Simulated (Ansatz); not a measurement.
**Ti: strain energy, fitted**

Ti, P6_3/mmc, a = 2.938 Å, c = 4.651 Å. Ansatz: PBE, PAW, 420 eV, Γ-centred 24×24×12 mesh on 2 atoms, Gaussian smearing 0.10 eV; no spin polarisation. Series: shear of c along a, cell held, atoms relaxed; x is the strain in per cent (engineering shear). y is the free energy over the unstrained cell, V0 = 17.388 Å³/atom. Symmetry makes y even in x.

| x (%) | y (meV/atom) |
| --- | --- |
| 0.0 | 0.00 |
| 1.0 | 0.24 |
| 2.0 | 0.95 |
| 3.0 | 2.13 |
| 4.0 | 3.77 |
| 6.0 | ? |

Q: Fit y = c2 x² + c4 x⁴ to the other rows, turn c2 into a modulus, and predict the missing energy.

A: Least squares on the rows shown. y = 0.2381 x² − 0.0001574 x⁴. In eV per unit strain² c2 is 2.381; this is the shear stiffness (E = ½ C V0 γ²): 2 × 2.381 × 160.2 / (17.388) = 44 GPa. At x = 6.0 the fit asked for gives 8.37 meV/atom. The run gave 8.37 meV/atom, the same to the digits shown. The form still works here, 50 % of the fitted range beyond its end.